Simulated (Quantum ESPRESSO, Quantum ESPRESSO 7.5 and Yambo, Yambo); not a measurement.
**A GW chain in Yambo: AgCl (Fm-3m)**

How does a plane-wave GW calculation on AgCl (Fm-3m) run from the first input to the gap?

Program: Quantum ESPRESSO 7.5 and Yambo 5.3.0. Level of theory: PBE and many-body steps on it, plane waves. Results are calculated unless marked as measured.

## (1) The starting structure

It takes space group Fm-3m (No. 225, cubic). Conventional cell: a = 5.597 Å, b = 5.597 Å, c = 5.597 Å, α = 90.00°, β = 90.00°, γ = 90.00°. Ag has 6 Cl at 2.80 Å nearest. Nearest to Cl lie 6 Ag at 2.80 Å. Farther neighbours and most contacts between anions are not listed.

The lattice is a measured one from papers, the positions are the Materials Project's; both are kept fixed.

## (2) Ground state

This step: Quantum ESPRESSO 7.5; DFT, PBE, plane waves, norm-conserving pseudopotentials.

The ground-state density comes first.

The input, pw.in:

```
&control
  calculation = 'scf'
  prefix = 'x'
  outdir = 'o'
  pseudo_dir = 'pseudo'
/
&system
  ibrav = 0
  nat = 2
  ntyp = 2
  ecutwfc = 74.0
  nbnd = 18
  force_symmorphic = .true.
/
&electrons
  conv_thr = 1e-10
  electron_maxstep = 80
  mixing_beta = 0.5
/
ATOMIC_SPECIES
  Ag 107.87 Ag.upf
  Cl 35.45 Cl.upf
CELL_PARAMETERS angstrom
  0.0000000000 2.7985000000 2.7985000000
  2.7985000000 0.0000000000 2.7985000000
  2.7985000000 2.7985000000 0.0000000000
ATOMIC_POSITIONS crystal
  Ag 0.0000000000 0.0000000000 0.0000000000
  Cl 0.5000000000 0.5000000000 0.5000000000
K_POINTS automatic
  6 6 6 0 0 0
```

Started as:

```bash
$ OMP_NUM_THREADS=1 mpirun -n 4 pw.x -nk 4 -in pw.in > pw.out
```

The program printed:

```text
Program PWSCF v.7.5 starts

     This program is part of the open-source Quantum ESPRESSO suite
     for quantum simulation of materials; please cite
         "P. Giannozzi et al., J. Phys.:Condens. Matter 21 395502 (2009);
         "P. Giannozzi et al., J. Phys.:Condens. Matter 29 465901 (2017);
         "P. Giannozzi et al., J. Chem. Phys. 152 154105 (2020);
     in publications or presentations arising from this work. More details at
     Message from routine setup:
     using ibrav=0 with symmetry is DISCOURAGED, use correct ibrav instead

     G-vector sticks info

     bravais-lattice index     =            0
     lattice parameter (alat)  =       7.4789  a.u.
     unit-cell volume          =     295.8030 (a.u.)^3
     number of atoms/cell      =            2
     number of atomic types    =            2
     number of electrons       =        26.00
     number of Kohn-Sham states=           18
     kinetic-energy cutoff     =      74.0000  Ry
     charge density cutoff     =     296.0000  Ry
     scf convergence threshold =      1.0E-10
     mixing beta               =       0.5000
     number of iterations used =            8  plain     mixing
     Exchange-correlation= PBE
                           (   1   4   3   4   0   0   0)

     celldm(1)=   7.478925  celldm(2)=   0.000000  celldm(3)=   0.000000
     celldm(4)=   0.000000  celldm(5)=   0.000000  celldm(6)=   0.000000

     crystal axes: (cart. coord. in units of alat)
               a(1) = (   0.000000   0.707107   0.707107 )
               a(2) = (   0.707107   0.000000   0.707107 )
               a(3) = (   0.707107   0.707107   0.000000 )

     reciprocal axes: (cart. coord. in units 2 pi/alat)
               b(1) = ( -0.707107  0.707107  0.707107 )
               b(2) = (  0.707107 -0.707107  0.707107 )
               b(3) = (  0.707107  0.707107 -0.707107 )
     Pseudo is Norm-conserving + core correction, Zval = 19.0
     Generated using ONCVPSP code by D. R. Hamann
     Using radial grid of 1538 points,  6 beta functions with:
     Pseudo is Norm-conserving + core correction, Zval =  7.0
     Generated using ONCVPSP code by D. R. Hamann
     Using radial grid of 1028 points,  6 beta functions with:
     Ag               19.00   107.87000     Ag( 1.00)
     Cl                7.00    35.45000     Cl( 1.00)

     48 Sym. Ops., with inversion, found

   Cartesian axes

     site n.     atom                  positions (alat units)
         1        Ag     tau(   1) = (   0.0000000   0.0000000   0.0000000  )
         2        Cl     tau(   2) = (   0.7071068   0.7071068   0.7071068  )

     number of k points=    16
                       cart. coord. in units 2pi/alat
        k(    1) = (   0.0000000   0.0000000   0.0000000), wk =   0.0092593
        k(    2) = (   0.1178511   0.1178511  -0.1178511), wk =   0.0740741
        k(    3) = (   0.2357023   0.2357023  -0.2357023), wk =   0.0740741
        k(    4) = (  -0.3535534  -0.3535534   0.3535534), wk =   0.0370370
        k(    5) = (   0.2357023   0.0000000  -0.0000000), wk =   0.0555556
        k(    6) = (   0.3535534   0.1178511  -0.1178511), wk =   0.2222222
        k(    7) = (  -0.2357023  -0.4714045   0.4714045), wk =   0.2222222
        k(    8) = (  -0.1178511  -0.3535534   0.3535534), wk =   0.2222222
        k(    9) = (   0.0000000  -0.2357023   0.2357023), wk =   0.1111111
        k(   10) = (   0.4714045   0.0000000  -0.0000000), wk =   0.0555556
     [... 4 further rows ...]
        k(   15) = (  -0.1178511  -0.3535534   0.5892557), wk =   0.2222222
        k(   16) = (  -0.7071068   0.2357023   0.0000000), wk =   0.1111111

     Dense  grid:    25509 G-vectors     FFT dimensions: (  45,  45,  45)

     Initial potential from superposition of free atoms

     starting charge      25.9995, renormalised to      26.0000
     Starting wfcs are   14 randomized atomic wfcs +    4 random wfcs

     per-process dynamical memory:    25.9 Mb

     Self-consistent Calculation

     iteration #  1     ecut=    74.00 Ry     beta= 0.50

     Threshold (ethr) on eigenvalues was too large:
     Diagonalizing with lowered threshold

     total energy              =    -342.88375865 Ry
     estimated scf accuracy    <       0.04284702 Ry

     iteration #  2     ecut=    74.00 Ry     beta= 0.50

     total energy              =    -342.89545777 Ry
     estimated scf accuracy    <       0.00691079 Ry

     iteration #  3     ecut=    74.00 Ry     beta= 0.50

     total energy              =    -342.89669139 Ry
     estimated scf accuracy    <       0.00045482 Ry

     iteration #  4     ecut=    74.00 Ry     beta= 0.50

     total energy              =    -342.89672784 Ry
     estimated scf accuracy    <       0.00004799 Ry

     iteration #  5     ecut=    74.00 Ry     beta= 0.50

     total energy              =    -342.89673146 Ry
     estimated scf accuracy    <       0.00000138 Ry

     iteration #  6     ecut=    74.00 Ry     beta= 0.50

     total energy              =    -342.89673170 Ry
     estimated scf accuracy    <       0.00000019 Ry

     iteration #  7     ecut=    74.00 Ry     beta= 0.50

     total energy              =    -342.89673177 Ry
     estimated scf accuracy    <       0.00000004 Ry

     iteration #  8     ecut=    74.00 Ry     beta= 0.50

     total energy              =    -342.89673178 Ry
     estimated scf accuracy    <          1.4E-09 Ry

     iteration #  9     ecut=    74.00 Ry     beta= 0.50

     End of self-consistent calculation

          k = 0.0000 0.0000 0.0000 (  3143 PWs)   bands (ev):

   -81.9858 -45.5120 -45.5120 -45.5120  -7.2815   5.3481   5.3481   5.3481
     5.3881   5.3881   5.4792   5.4792   5.4792   8.6036  18.4007  18.4007
    18.4007  20.1477

          k = 0.1179 0.1179-0.1179 (  3182 PWs)   bands (ev):

   -81.9860 -45.5127 -45.5122 -45.5122  -7.1856   4.3456   4.5281   4.5281
     5.4327   5.4327   5.6660   6.4509   6.4509   9.7152  16.5415  17.7136
    17.7136  19.4669

          k = 0.2357 0.2357-0.2357 (  3173 PWs)   bands (ev):

   -81.9859 -45.5139 -45.5124 -45.5124  -6.9822   3.1493   3.9200   3.9200
     5.6012   5.6012   5.8692   7.3186   7.3186  11.3657  14.6620  16.0434
    16.0434  20.2812

          k =-0.3536-0.3536 0.3536 (  3178 PWs)   bands (ev):

     [... further k-points ...]

     highest occupied, lowest unoccupied level (ev):     7.6822    8.6036

!    total energy              =    -342.89673178 Ry
     estimated scf accuracy    <          3.0E-11 Ry

     The total energy is the sum of the following terms:
     one-electron contribution =    -184.59040804 Ry
     hartree contribution      =     102.15289228 Ry
     xc contribution           =     -55.32505553 Ry
     ewald contribution        =    -205.13416049 Ry

     convergence has been achieved in   9 iterations

     XML data file, charge density, pseudopotentials, collected wavefunctions

=------------------------------------------------------------------------------=
   JOB DONE.
=------------------------------------------------------------------------------=
```

Run time: 6.8 s. Hardware: 4 MPI ranks of Intel Xeon 6975P-C (Granite Rapids), shared host; peak memory 0.28 GiB.

Numbers from this step:

| Item | Value |
| --- | --- |
| total energy | -4665.3477 eV |
| gap | 0.9214 eV |
| k of the valence top | 0, 0, -0.5 |
| k of the conduction bottom | 0, 0, 0 |
| least direct gap | 3.124 eV |

The gap is indirect, with the least direct gap 2.20 eV higher.

## (3) Bands along the symmetry lines

Levels along a band path, at the cheap level, show where the edges lie and whether the meshes to come will hold them.

The input, pw.in:

```
&control
  calculation = 'bands'
  prefix = 'x'
  outdir = 'o'
  pseudo_dir = 'pseudo'
/
&system
  ibrav = 0
  nat = 2
  ntyp = 2
  ecutwfc = 74.0
  nbnd = 19
  force_symmorphic = .true.
/
&electrons
  conv_thr = 1e-9
  electron_maxstep = 80
  diago_full_acc = .true.
  diago_thr_init = 5e-6
/
ATOMIC_SPECIES
  Ag 107.87 Ag.upf
  Cl 35.45 Cl.upf
CELL_PARAMETERS angstrom
  0.0000000000 2.7985000000 2.7985000000
  2.7985000000 0.0000000000 2.7985000000
  2.7985000000 2.7985000000 0.0000000000
ATOMIC_POSITIONS crystal
  Ag 0.0000000000 0.0000000000 0.0000000000
  Cl 0.5000000000 0.5000000000 0.5000000000
K_POINTS crystal
  50
  0.00000000 0.00000000 0.00000000 1
  0.06250000 0.00000000 0.06250000 1
  0.12500000 0.00000000 0.12500000 1
  0.18750000 0.00000000 0.18750000 1
  0.25000000 0.00000000 0.25000000 1
  0.31250000 0.00000000 0.31250000 1
  0.37500000 0.00000000 0.37500000 1
  0.43750000 0.00000000 0.43750000 1
  0.50000000 0.00000000 0.50000000 1
  0.51562500 0.03125000 0.51562500 1
  0.53125000 0.06250000 0.53125000 1
  0.54687500 0.09375000 0.54687500 1
  0.56250000 0.12500000 0.56250000 1
  0.57812500 0.15625000 0.57812500 1
  0.59375000 0.18750000 0.59375000 1
  0.60937500 0.21875000 0.60937500 1
  0.62500000 0.25000000 0.62500000 1
  0.37500000 0.37500000 0.75000000 1
  0.32812500 0.32812500 0.65625000 1
  0.28125000 0.28125000 0.56250000 1
  0.23437500 0.23437500 0.46875000 1
  0.18750000 0.18750000 0.37500000 1
  0.14062500 0.14062500 0.28125000 1
  0.09375000 0.09375000 0.18750000 1
  0.04687500 0.04687500 0.09375000 1
  0.00000000 0.00000000 0.00000000 1
  0.06250000 0.06250000 0.06250000 1
  0.12500000 0.12500000 0.12500000 1
  0.18750000 0.18750000 0.18750000 1
  0.25000000 0.25000000 0.25000000 1
  0.31250000 0.31250000 0.31250000 1
  0.37500000 0.37500000 0.37500000 1
  0.43750000 0.43750000 0.43750000 1
  0.50000000 0.50000000 0.50000000 1
  0.50000000 0.46875000 0.53125000 1
  0.50000000 0.43750000 0.56250000 1
  0.50000000 0.40625000 0.59375000 1
  0.50000000 0.37500000 0.62500000 1
  0.50000000 0.34375000 0.65625000 1
  0.50000000 0.31250000 0.68750000 1
  0.50000000 0.28125000 0.71875000 1
  0.50000000 0.25000000 0.75000000 1
  0.50000000 0.21875000 0.71875000 1
  0.50000000 0.18750000 0.68750000 1
  0.50000000 0.15625000 0.65625000 1
  0.50000000 0.12500000 0.62500000 1
  0.50000000 0.09375000 0.59375000 1
  0.50000000 0.06250000 0.56250000 1
  0.50000000 0.03125000 0.53125000 1
  0.50000000 0.00000000 0.50000000 1
```

The program printed:

```text
[banner, memory and clock lines left out]
Program PWSCF v.7.5 starts

     Atomic positions and unit cell read from directory:
     o/x.save/

     Message from routine setup:
     using ibrav=0 with symmetry is DISCOURAGED, use correct ibrav instead

     G-vector sticks info

     bravais-lattice index     =            0
     lattice parameter (alat)  =       7.4789  a.u.
     unit-cell volume          =     295.8030 (a.u.)^3
     number of atoms/cell      =            2
     number of atomic types    =            2
     number of electrons       =        26.00
     number of Kohn-Sham states=           19
     kinetic-energy cutoff     =      74.0000  Ry
     charge density cutoff     =     296.0000  Ry
     Exchange-correlation= PBE
                           (   1   4   3   4   0   0   0)

     celldm(1)=   7.478925  celldm(2)=   0.000000  celldm(3)=   0.000000
     celldm(4)=   0.000000  celldm(5)=   0.000000  celldm(6)=   0.000000

     crystal axes: (cart. coord. in units of alat)
               a(1) = (   0.000000   0.707107   0.707107 )
               a(2) = (   0.707107   0.000000   0.707107 )
               a(3) = (   0.707107   0.707107   0.000000 )

     reciprocal axes: (cart. coord. in units 2 pi/alat)
               b(1) = ( -0.707107  0.707107  0.707107 )
               b(2) = (  0.707107 -0.707107  0.707107 )
               b(3) = (  0.707107  0.707107 -0.707107 )
     Pseudo is Norm-conserving + core correction, Zval = 19.0
     Generated using ONCVPSP code by D. R. Hamann
     Using radial grid of 1538 points,  6 beta functions with:
     Pseudo is Norm-conserving + core correction, Zval =  7.0
     Generated using ONCVPSP code by D. R. Hamann
     Using radial grid of 1028 points,  6 beta functions with:
     Ag               19.00   107.87000     Ag( 1.00)
     Cl                7.00    35.45000     Cl( 1.00)

     48 Sym. Ops., with inversion, found

   Cartesian axes

     site n.     atom                  positions (alat units)
         1        Ag     tau(   1) = (   0.0000000   0.0000000   0.0000000  )
         2        Cl     tau(   2) = (   0.7071068   0.7071068   0.7071068  )

     number of k points=    50
                       cart. coord. in units 2pi/alat
        k(    1) = (   0.0000000   0.0000000   0.0000000), wk =   0.0400000
        k(    2) = (   0.0000000   0.0883883   0.0000000), wk =   0.0400000
        k(    3) = (   0.0000000   0.1767767   0.0000000), wk =   0.0400000
[...]
[... 38 further rows ...]
        k(   49) = (   0.0441942   0.7071068   0.0000000), wk =   0.0400000
        k(   50) = (   0.0000000   0.7071068   0.0000000), wk =   0.0400000

     Dense  grid:    25509 G-vectors     FFT dimensions: (  45,  45,  45)

     The potential is recalculated from file :
     o/x.save/charge-density

     Starting wfcs are   14 randomized atomic wfcs +    5 random wfcs

     Band Structure Calculation

     End of band structure calculation

          k = 0.0000 0.0000 0.0000 (  3143 PWs)   bands (ev):

   -81.9858 -45.5120 -45.5120 -45.5120  -7.2816   5.3481   5.3481   5.3481
     5.3881   5.3881   5.4792   5.4792   5.4792   8.6036  18.4007  18.4007
    18.4007  20.1477  20.8591

          k = 0.0000 0.0884 0.0000 (  3175 PWs)   bands (ev):

   -81.9860 -45.5122 -45.5121 -45.5121  -7.2625   4.8132   5.1917   5.1917
[...]
18.2369  19.2338  20.6517

          k = 0.0000 0.1768 0.0000 (  3195 PWs)   bands (ev):

[...]
17.9473  17.9473  21.2666

          k =-0.0000 0.2652 0.0000 (  3187 PWs)   bands (ev):

[...]
k = 0.0000 0.4419-0.0000 (  3174 PWs)   bands (ev):

[...]
k =-0.0000 0.5303 0.0000 (  3194 PWs)   bands (ev):

[...]
k = 0.0000 0.6187-0.0000 (  3202 PWs)   bands (ev):

[...]
k = 0.4640 0.4640-0.0000 (  3198 PWs)   bands (ev):

[...]
k = 0.3315 0.3315-0.0000 (  3164 PWs)   bands (ev):

[...]
k = 0.3094 0.7071-0.0000 (  3178 PWs)   bands (ev):

[...]
k = 0.2210 0.7071-0.0000 (  3180 PWs)   bands (ev):

[...]
k = 0.1768 0.7071-0.0000 (  3184 PWs)   bands (ev):

[...]
k = 0.0442 0.7071 0.0000 (  3206 PWs)   bands (ev):

[...]
18.9163  19.1187  22.3609

          k = 0.0000 0.7071 0.0000 (  3218 PWs)   bands (ev):

   -81.9862 -45.5145 -45.5131 -45.5131  -6.8579   3.5668   4.7770   4.7770
     5.0468   5.5642   5.8002   5.8002   5.8683  10.1056  15.6917  16.2373
    19.0699  19.0699  22.3648

     XML data file, pseudopotentials, collected wavefunctions
```

It took 5.7 s on 4 MPI ranks; peak memory 0.24 GiB; 22 s of CPU time.

Numbers from this step:

```
gap                        : 0.9214 eV
k of the valence top       : 0.5, 0.5, 0.5
k of the conduction bottom : 0, 0, 0
least direct gap           : 2.906 eV
```

The gap is 0.921 eV, as in the run before at this level.

Electronic bands along the path, in eV, zero at the top of the highest filled band:

| point | band 10 | band 11 | band 12 | band 13 | band 14 | band 15 | band 16 | band 17 |
| --- | --- | --- | --- | --- | --- | --- | --- | --- |
| Γ | -2.29 | -2.20 | -2.20 | -2.20 | 0.92 | 10.72 | 10.72 | 10.72 |
| halfway | -2.21 | -1.69 | -1.69 | -1.28 | 3.37 | 7.39 | 8.77 | 10.11 |
| X | -2.12 | -1.88 | -1.88 | -1.81 | 2.42 | 8.01 | 8.56 | 11.39 |
| halfway | -1.90 | -1.85 | -1.71 | -1.69 | 2.77 | 7.85 | 8.41 | 10.80 |
| U | -1.94 | -1.77 | -1.59 | -0.99 | 3.61 | 7.25 | 8.09 | 9.71 |
| jump to K | -1.94 | -1.77 | -1.59 | -0.99 | 3.61 | 7.25 | 8.09 | 9.71 |
| halfway | -2.06 | -1.64 | -1.64 | -0.23 | 3.72 | 7.32 | 8.09 | 8.76 |
| Γ | -2.29 | -2.20 | -2.20 | -2.20 | 0.92 | 10.72 | 10.72 | 10.72 |
| halfway | -2.17 | -1.92 | -0.76 | -0.76 | 2.91 | 7.80 | 9.14 | 9.14 |
| L | -1.99 | -1.69 | 0.00 | 0.00 | 4.31 | 6.39 | 7.67 | 7.67 |
| halfway | -1.99 | -1.75 | -0.95 | -0.46 | 4.92 | 5.71 | 8.06 | 8.48 |
| W | -1.91 | -1.89 | -1.88 | -1.12 | 4.16 | 7.87 | 7.87 | 7.97 |
| halfway | -1.90 | -1.88 | -1.86 | -1.40 | 3.11 | 7.84 | 8.28 | 9.66 |
| X | -2.12 | -1.88 | -1.88 | -1.81 | 2.42 | 8.01 | 8.56 | 11.39 |

(Part 1 of 3 ends here.)

[Paths, hosts, dates, memory and timing lines, banners, echoed tables and standing remarks are left out of the program output.]

[Logs are printed without paths, hosts, clocks, repeated set-up lines and the standing remarks that a program may print on its own settings, such as how far it seeks lower states.]

[Runs of the session that timed out or met a known fault of the program may be left out.]

[Hosts, paths, dates, database ids (printed as entryN), source tags and the programs' standing remarks are cut or masked in the printed files.]
